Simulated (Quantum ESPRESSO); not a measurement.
The system is TiSe.

```
Ti Se
1.0
     3.40340    0.00000    0.00000
     0.00000    3.40340    0.00000
     0.00000    0.00000    3.40340
Ti Se
1 1
Direct
  0.00000 0.00000 0.00000
  0.50000 0.50000 0.50000
```

The cell comes from a database or a generator and needn't be the stable form of this composition.

Base run:

- Program: Quantum ESPRESSO 7.5
- Functional: PBEsol
- Potentials or basis: GBRV 1.5 PBEsol
- Cutoff: 612 eV
- Density cutoff: 4898 eV
- k mesh: 6 × 6 × 6
- Occupations: gaussian, width 0.05 eV
- Spin: collinear spin, ferromagnetic start
- Starting moments: [2.0, 0.0] μB

Its results: band gap on the k mesh none (metal or under the smearing width); pressure -18.1 GPa; net moment -0.01 μB per cell.

Q: The run is repeated on the same cell with these changes: hubbard terms from none to Ti d U = 1 eV. What comes out?

A: Band gap on the k mesh none (metal or under the smearing width); pressure -14.2 GPa; net moment 1.23 μB per cell; site moments Ti +1.06; Se -0.07 μB.
